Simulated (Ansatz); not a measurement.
# TaN and the effect of the Hubbard U on Ta d

Symmetry: P-6m2, No. 187, hexagonal system. Conventional cell: a = 2.938 Å, b = 2.938 Å, c = 2.883 Å, α = 90.00°, β = 90.00°, γ = 120.00°. Around Ta (site symmetry -6m2) lie 6 N at 2.23 Å. N (site symmetry -6m2) has 6 Ta at 2.23 Å as nearest neighbours.

Kept alike: task projected density of states; functional PBEsol; k mesh 10 × 10 × 9; occupations fermi-dirac, width 0.05 eV; no spin polarisation. Program: Ansatz, Ansatz PAW, cutoff 420 eV. The mesh is that of the run's cell of 2 atoms. No spin-orbit coupling.

| Hubbard U on Ta d, U (eV) | pressure (GPa) |
| --- | --- |
| 0 | -4.87 |
| 1 | -4.05 |
| 2 | -3.18 |
| 3 | -2.24 |
| 4 | ? |
| 5 | -0.11 |
| 6 | 1.10 |
| 8 | 3.98 |

Pressure is positive in compression, with a Pulay correction for the finite cutoff. U acts here on a shell without spin polarisation. For a metal such a mesh leaves the last digits unconverged. How U acts hangs on the program's projectors. All rows use potentials made for PBE. U is the effective U - J on orthogonalised atomic projectors. Double counting: fully localised limit (the default).

Q: Fit the rows shown and predict the run at 4 eV.

A: A least-squares parabola through the rows shown is pressure = 0.0491 U² + 0.703 U - 4.824 (largest miss 0.062); at U = 4 it gives -1.23 GPa. The run gave: pressure -1.22 GPa.
